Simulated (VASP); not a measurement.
# Be: relaxation of cell and atoms with revPBE

Be:

```xyz
2
Lattice="2.2901 0.0088 -0.0032 -1.1375 1.9774 0.0003 -0.0051 -0.0025 3.5720" Properties=species:S:1:pos:R:3 pbc="T T T"
Be    1.1438    0.6631    2.6769
Be    0.0038    1.3206    0.8921
```

The cell isn't the ideal one: cell strained at random at fixed volume.

* Program: VASP 6.6.1
* Task: relaxation of cell and atoms
* Functional: revPBE
* Potentials or basis: VASP PAW PBE potentials, release 64 (Be_GW)
* Cutoff: 630 eV
* k mesh: 13 × 13 × 8
* Occupations: methfessel-paxton, width 0.1 eV
* Spin: no spin polarisation
* Optimiser: vasp
* Further INCAR settings: ALGO = Normal; EDIFF = 1.00e-06; IBRION = 2; EDIFFG = -1.00e-02; NSW = 40; ISIF = 3

```yaml
Relaxed_volume: 8.11 Å³/atom
Relaxed_cell: a = 2.288 Å, b = 2.286 Å, c = 3.580 Å, α = 90.00°, β = 89.97°, γ = 119.97°
Space_group_after_relaxing_to_0.05_Å: P6_3/mmc (No. 194)
Energy_gained_by_relaxing: 0.3 meV/atom
Ionic_steps: 3
Pressure_after_relaxing: -0.1 GPa
Largest_force_after_relaxing: 0.007 eV/Å
Band_gap_on_the_k_mesh: none (metal or under the smearing width)
```

Forces in eV/Å, atoms in the order of the input:
```
Be  -0.007 -0.001  0.000
Be   0.007  0.001  0.000
```

Stress tensor (GPa, compression positive):
```
-0.10 -0.06 -0.09
-0.06 -0.07 -0.05
-0.09 -0.05 -0.03
```

Step by step:
```
step  energy change (eV)  largest force (eV/Å)  pressure (GPa)  volume (Å³)
   1              0.0000                0.0185            0.07        16.21
   2             -0.0005                0.0006           -0.03        16.22
   3             -0.0006                0.0067           -0.07        16.22
```

Final structure:
```
Be
1.0
     2.28751    0.00092    0.00064
    -1.14296    1.98024   -0.00005
     0.00099    0.00048    3.58047
Be
2
Cartesian
  1.1460 0.6612 2.6858
  -0.0005 1.3204 0.8953
```

Levels at points of the mesh, in eV from the Fermi level:
```
           k point  band 1  band 2  band 3  band 4  band 5
(0.00, 0.00, 0.00)  -11.13   -4.17    1.23   15.81   15.84
(0.00, 0.00, 0.50)   -8.96   -8.96   10.84   10.84   17.46
```

Wall time 41 s on 1 thread of AMD EPYC 9R45 96-Core Processor (Zen 5), on a shared host, peak memory 0.19 GiB.

Caveat: the PAW data sets were made with another functional, which shifts forces and pressure a little.
